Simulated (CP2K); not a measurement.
# PtSe2 (Sudovikovite) under changes of volume

One of the cells (20.265 Å³/atom); the others are scaled copies at fixed shape and fractional positions:

```
Pt Se
1.0
     3.72400    0.00000    0.00000
    -1.86200    3.22508    0.00000
     0.00000    0.00000    5.06200
Pt Se
1 2
Direct
  0.00000 0.00000 0.00000
  0.66667 0.33333 0.75000
  0.33333 0.66667 0.25000
```

```yaml
Program: CP2K 2026.2
Functional: PBEsol
Potentials_or_basis: POTENTIAL_UZH Pt GTH-PBE-q18, Se GTH-PBE-q6; TZVP-MOLOPT-PBE-GTH basis
Density_cutoff: 6123 eV
k_mesh: 8 × 8 × 5
Occupations: fermi-dirac, width 0.05 eV
Spin: no spin polarisation
```

```tsv
volume (Å³/atom)	energy over the lowest point (meV/atom)	pressure (GPa)	largest force (eV/Å)
19.049	81.19	15.0	1.508
19.455	?	?	?
19.860	24.61	7.6	0.867
20.265	9.27	4.5	0.585
20.671	1.33	1.8	0.326
21.076	0.00	-0.7	0.089
21.481	4.57	-2.9	0.129
```

**Question.** What does the run at 19.455 Å³/atom give?

**Answer.** Energy over the lowest point 48.26 meV/atom; pressure 11.1 GPa; largest force 1.173 eV/Å.

Worked out: A Birch-Murnaghan fit of order 3 (a polynomial in V^(-2/3)) to the other rows has its minimum at 20.96 Å³/atom with B0 = V·E''(V) = 125 GPa and B' = 4.8 at fixed shape and positions, which overstates the stiffness. It gives 48.21 meV/atom at 19.455 Å³/atom, against the run's 48.26, and -dE/dV = 11.1 GPa, against 11.1.

Energies are extrapolated to zero smearing.

Caveats: the potentials were made for another functional, which shifts forces and pressure; the basis of atomic orbitals isn't converged, which shifts pressures, moduli and gaps.
